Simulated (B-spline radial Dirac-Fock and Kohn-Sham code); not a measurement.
# Ionisation of each subshell: Hg³⁹⁺

System: mercury as Hg³⁹⁺, [Kr] 4d5; nuclear rms radius 5.4648 fm (A = 202).

These are calculated numbers from a radial finite-basis atomic code; the model is Dirac-Fock ΔSCF + Breit + QED. Correlation and solid-state effects are left out. Energies are counted from the vacuum level.

All terms are in eV, carry their sign (relaxation lowers the binding energy) and add up to the binding energy; ⟨r⟩ is the mean radius of the orbital in the initial state.

| subshell | −ε (Koopmans) | relaxation | Breit | self-energy | vacuum polarisation | binding energy | ⟨r⟩ (bohr) |
| --- | --- | --- | --- | --- | --- | --- | --- |
| K (1s) | 85378.5 | -64.58 | -298.90 | -197.94 | 41.07 | 84858.2 | 0.017 |
| L1 (2s) | 16701.6 | -27.74 | -35.32 | -29.67 | 5.82 | 16614.7 | 0.069 |
| L2 (2p1/2) | 16064.8 | -32.50 | -57.64 | -0.88 | 0.37 | 15974.1 | 0.057 |
| L3 (2p3/2) | 14113.9 | -28.72 | -34.06 | -2.40 | -0.20 | 14048.5 | 0.066 |
| M1 (3s) | 5312.0 | -7.69 | -7.15 | -7.01 | 1.34 | 5291.5 | 0.178 |
| M2 (3p1/2) | 5030.2 | -8.59 | -11.72 | -0.35 | 0.09 | 5009.6 | 0.169 |
| M3 (3p3/2) | 4582.9 | -7.39 | -6.62 | -0.62 | -0.06 | 4568.2 | 0.184 |
| M4 (3d3/2) | 4126.8 | -9.56 | -5.30 | 0.50 | -0.07 | 4112.4 | 0.160 |
| M5 (3d5/2) | 4031.8 | -9.05 | -3.56 | 0.25 | -0.06 | 4019.4 | 0.165 |
| N1 (4s) | 2328.1 | -1.22 | -2.14 | -2.13 | 0.41 | ? | 0.368 |
| N2 (4p1/2) | 2199.3 | -1.32 | -3.42 | -0.10 | 0.03 | 2194.5 | 0.365 |
| N3 (4p3/2) | 2063.4 | -1.12 | -1.90 | -0.18 | -0.02 | 2060.2 | 0.388 |
| N4,5 (4d) | 1853.2 | -1.20 | -1.08 | 0.10 | -0.02 | 1851.0 | 0.384 |

Task: Which binding energy belongs in the row of N1 (4s)?

Result: 2323.1 eV, the sum of the terms in that row (to rounding).

For the deepest level, K (1s), the Breit terms make up -0.352 % of the binding energy, QED -0.185 % and orbital relaxation -0.076 %.

Going to the tabulated ground configuration of the next ion removes an electron from N4,5 (4d), computed at 1851.0 eV. NIST lists 1839 ± 4 eV as the ionisation energy of this species (theoretical), -12.03 eV from the computed value. Where a p, d or f shell is open in either ion the computed value averages over both j values and all terms, while the table refers to the lowest levels; that difference holds spin-orbit splitting (largest in heavy or highly charged ions), term energies where several electrons share open shells, and correlation, and it can reach 10 % or more.
